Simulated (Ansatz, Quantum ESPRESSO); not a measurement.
Ga2O3: 4 runs at one level of theory

```
CELL_PARAMETERS angstrom
6.10700 -1.51855 0.00000
6.10700 1.51855 0.00000
-1.38599 0.00000 5.63001
ATOMIC_POSITIONS crystal
Ga 0.34134 0.34134 0.68598
Ga 0.65866 0.65866 0.31402
Ga 0.90950 0.90950 0.20540
Ga 0.09050 0.09050 0.79460
O 0.50410 0.50410 0.74340
O 0.49590 0.49590 0.25660
O 0.82670 0.82670 0.43680
O 0.17330 0.17330 0.56320
O 0.83550 0.83550 0.89020
O 0.16450 0.16450 0.10980
```

Alike in all runs: task band structure; functional PBE; k mesh 9 × 9 × 5; occupations fermi-dirac, width 0.05 eV; no spin polarisation; no spin-orbit coupling. Pressure is positive in compression and, in plane waves, holds the error of the finite cutoff, which Ansatz's Pulay term estimates and takes out. Gaps are the smaller of the mesh's and the band path's.

| program and potentials | plane-wave cutoff (eV) | notes | band gap (eV) | pressure (GPa) | largest force (eV/Å) |
| --- | --- | --- | --- | --- | --- |
| Quantum ESPRESSO, GBRV 1.5 PBE | 612 | 11.2 valence electrons an atom on average | 2.47 | 9.61 | 0.244 |
| Ansatz, Ansatz PAW (files of its older set among them) | 1020 | 12 valence electrons an atom on average | 2.45 | 9.45 | 0.218 |
| Ansatz, PseudoDojo standard (PBE files) | 1143 | 8.8 valence electrons an atom on average; Pulay term of +0.05 GPa included | 2.47 | 9.26 | 0.205 |
| Ansatz, SSSP efficiency PAW | 952 | 8.8 valence electrons an atom on average; Pulay term of +0.86 GPa included | 2.44 | 10.04 | 0.229 |

Force on atom 9 (O), eV/Å:

```tsv
program and potentials	x	y	z
Quantum ESPRESSO, GBRV 1.5 PBE	-0.231	0.000	0.077
Ansatz, Ansatz PAW (files of its older set among them)	-0.202	0.000	0.083
Ansatz, PseudoDojo standard (PBE files)	-0.190	0.000	0.077
Ansatz, SSSP efficiency PAW	-0.219	0.000	0.067
```

The band gap spans 2.44 (Ansatz, SSSP efficiency PAW) to 2.47 eV (Ansatz, PseudoDojo standard (PBE files)). The pressure spans 9.26 (Ansatz, PseudoDojo standard (PBE files)) to 10.04 GPa (Ansatz, SSSP efficiency PAW). The paths' points differ, which is worth about 0.01 eV.

The functional is the same throughout but for its coding, so the spread measures potentials, basis and numerics; runs on potential files found faulty are left out.

The four potential sets agree closely on the gap of this monoclinic β-Ga2O3 cell, but that agreement doesn't make it accurate: 2.44 to 2.47 eV is far below the measured gap. The valence band top is mainly O 2p and the conduction band minimum largely Ga 4s with O admixture. A semilocal functional places these edges too close together, chiefly because its Kohn-Sham gap lacks the derivative discontinuity.

The valence counts imply that Ga 3d is active in every set, while the deeper 3s and 3p shells are treated differently. Those shells evidently matter little for the gap, and they don't order the pressures either, since the two sets with 8.8 electrons an atom give both extremes.

The cell is close to the experimental one, so the compressive pressure in all runs fits PBE's usual underbinding and preference for a larger volume. The force on oxygen atom 9 keeps its direction nearly unchanged across the sets, which suggests a real internal relaxation under PBE rather than numerical noise. How far that relaxation would shift the gap remains open.
